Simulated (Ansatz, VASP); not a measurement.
PtS2 in VASP and in Ansatz

```xyz
3
Lattice="3.5432 0.0000 0.0000 -1.7716 3.0685 0.0000 0.0000 0.0000 5.0388" Properties=species:S:1:pos:R:3 pbc="T T T"
Pt    0.0000    0.0000    0.0000
S     1.7716    1.0228    3.8950
S     0.0000    2.0457    1.1438
```

Alike in both runs: functional PBE; k mesh 9 × 9 × 5; occupations gaussian, width 0.02 eV; no spin polarisation.

```csv
,VASP,Ansatz
version,VASP 6.6.1,Ansatz 0.2.0
potentials or method,"VASP PAW PBE potentials, release 64 (Pt, S)",Ansatz PAW
plane-wave cutoff (eV),520,420
valence electrons in the cell,22,30
task,optical spectrum,single point
```

VASP gave:

```
gap on the k mesh at the Fermi level (eV)       : 1.03
least direct gap on the mesh (eV)               : 1.08
pressure (GPa)                                  : 11.1
largest component of the traceless stress (GPa) : 0.99
rms of the force components (eV/Å)              : 0.572
```

**Question.** Which values does Ansatz return?

**Answer.** gap on the k mesh at the Fermi level (eV): 1.02; least direct gap on the mesh (eV): 1.07; pressure (GPa): 11.6; largest component of the traceless stress (GPa): 1.17; rms of the force components (eV/Å): 0.592.

Atom by atom the forces differ by 0.021 eV/Å (rms over components). With one functional, cell and mesh, what is left measures potentials, basis and numerics. The two sets of potentials don't hold the same shells in valence.

Caveats: spin-orbit coupling is left out, which moves the levels of the heavy elements; forces of over 1 eV/Å show positions far from the minimum, so gaps and moduli don't describe the material at rest; spectra need much finer meshes, so this one isn't converged (VASP); independent-particle spectra lack excitons (VASP); an odd mesh through Γ misses points on the zone boundary, where band edges often lie (VASP); odd divisions of the mesh miss points on the zone boundary, where band edges often lie, so the gap on the mesh can be too wide (Ansatz). A hybrid or GW would open this gap; PBE tends to underestimate it.
